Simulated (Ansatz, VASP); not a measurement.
## AlN: VASP beside Ansatz

```
Al N
1.0
    -0.06067    1.96160    1.96160
     1.96160   -0.06067    1.96160
     2.02227    2.02227   -0.12134
Al N
1 1
Direct
  0.50000 0.50000 0.50000
  0.00000 0.00000 0.00000
```

Change from the starting cell: engineering shear strain xz -0.0600, engineering shear strain yz -0.0600.

Alike in both runs: task single point; functional PBEsol; k mesh 10 × 10 × 10; occupations gaussian, width 0.05 eV; no spin polarisation.

|  | VASP | Ansatz |
| --- | --- | --- |
| version | VASP 6.6.1 | Ansatz 0.2.0 |
| potentials or method | VASP PAW PBE potentials, release 64 (Al, N) | scalar-relativistic, plane waves, PAW |
| plane-wave cutoff (eV) | 520 | 520 |
| valence electrons in the cell | 8 | 8 |

```tsv
	VASP	Ansatz	Ansatz less VASP
gap on the k mesh at the Fermi level (eV)	3.25	3.25	+0.001
least direct gap on the mesh (eV)	4.82	4.80	-0.018
pressure (GPa)	1.0	0.9	-0.04
largest component of the traceless stress (GPa)	18.71	18.69	-0.016
```

Ansatz warned: «pseudo_functional_mismatch».

Caveats: the PAW data sets were made with another functional, which shifts forces and pressure a little (VASP). A k mesh can miss the band edges.
